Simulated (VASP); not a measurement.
A run of VASP 6.6.1 is set up as follows.

File INCAR:

```
SYSTEM = AlN
PREC = Accurate ; ENCUT = 600
EDIFF = 1E-7 ; ISMEAR = 0
SIGMA = 0.03 ; LREAL = .False.
LASPH = .True. ; NELM = 80
ALGO = Normal ; ISIF = 3
LWAVE = .False. ; LCHARG = .False.
GGA = PS ; IBRION = 2
NSW = 90 ; EDIFFG = -0.005
```

KPOINTS

```
regular mesh
0
Gamma
  12 12 6
  0 0 0
```

File POSCAR:

```
AlN                                     
1.0
    3.1127044215      0.0000000000      0.0000000000
   -1.5563522108      2.6956811016     -0.0000000000
   -0.0000000000      0.0000000000      4.9808959690
  Al              N             
     2     2
Direct
     0.3333333300000021    0.6666666699999979    0.9989884324125895
     0.6666666699999979    0.3333333300000021    0.4989884324125896
     0.3333333300000021    0.6666666699999979    0.3810115675874130
     0.6666666699999979    0.3333333300000021    0.8810115675874131
```

Potentials or basis: VASP PAW PBE potentials, release 64 (Al, N).

Run with:

```sh
$ cat potpaw_PBE.64/Al/POTCAR potpaw_PBE.64/N/POTCAR > POTCAR
$ mpirun -np 1 vasp_std > vasp.out
```

Task: What does it give for the band gap on the k mesh?

Result: 4.12 eV, direct.

Task: What does it give for the space group after relaxing (to 0.05 Å)?

Result: P6_3mc (No. 186).

Task: Estimate the relaxed volume.

Result: 10.45 Å³/atom.

Task: What does it give for the relaxed cell?

Result: a = 3.113 Å, b = 3.113 Å, c = 4.982 Å, α = 90.00°, β = 90.00°, γ = 120.00°.

Final structure:
```yaml
crystal:
  lattice:
    - [3.11310, 0.00000, 0.00000]
    - [-1.55655, 2.69603, 0.00000]
    - [0.00000, 0.00000, 4.98181]
  atoms:
    - { symbol: Al, position: [0.33333, 0.66667, 0.99899] }
    - { symbol: Al, position: [0.66667, 0.33333, 0.49899] }
    - { symbol: N, position: [0.33333, 0.66667, 0.38101] }
    - { symbol: N, position: [0.66667, 0.33333, 0.88101] }
```

Caveat: the PAW data sets were made with another functional, which shifts forces and pressure a little. Expect the measured gap to be larger: semilocal functionals such as PBEsol lack the derivative discontinuity.
